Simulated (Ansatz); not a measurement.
**SiO₂ under pressure: fit and missing row**

SiO₂, Imma, a = 5.230 Å, b = 9.476 Å, c = 8.873 Å. This isn't the usual stable structure of the compound. Ansatz: LDA, PAW, 420 eV, Γ-centred 6×6×6 mesh on 12 atoms, Gaussian smearing 0.02 eV; no spin polarisation. Cell and atoms are relaxed at each pressure, and no other structure is tried, so the rows at high pressure may lie past a change of phase.

```tsv
V (Å³/atom)	P (GPa)
11.526	24.97
12.790	11.99
13.978	3.98
15.288	?
18.323	-0.02
18.720	-0.99
```

Q: Take V0 = 18.323 Å³/atom, count pressures from its P0 = -0.02 GPa, fit the third-order Birch–Murnaghan form to the other rows, and predict the missing pressure.

A: With the Eulerian strain f = ½[(V0/V)^(2/3) − 1] and y = (P − P0)/[3f(1 + 2f)^(5/2)], the form is the line y = B0 + 1.5 B0 (B0′ − 4) f. Rows (f, y): 0.18105, 21.2; 0.13541, 16.2; 0.09888, 8.6; -0.00709, 47.3. Means f = 0.1021, y = 23.325; Σ(Δf)² = 0.01928, ΣΔfΔy = -2.976; the slope is their ratio. y = 39.08 − 154.4 f GPa, so B0 = 39.1 GPa and B0′ = 4 + 2 × (-154.4)/(3 × 39.08) = 1.37. At V = 15.288, f = 0.06416, y = 29.17 and P = 7.57 GPa. The run gave 0.99 GPa, so the fit is 6.58 GPa too high, within the rms miss on the fitted rows (6.97 GPa): the form describes this series only roughly. With a term in f² added B0′ becomes -4.75, so this figure hangs on the form. A B0′ outside 2 to 8 is unusual except in layered or molecular crystals, and here it hangs on few rows.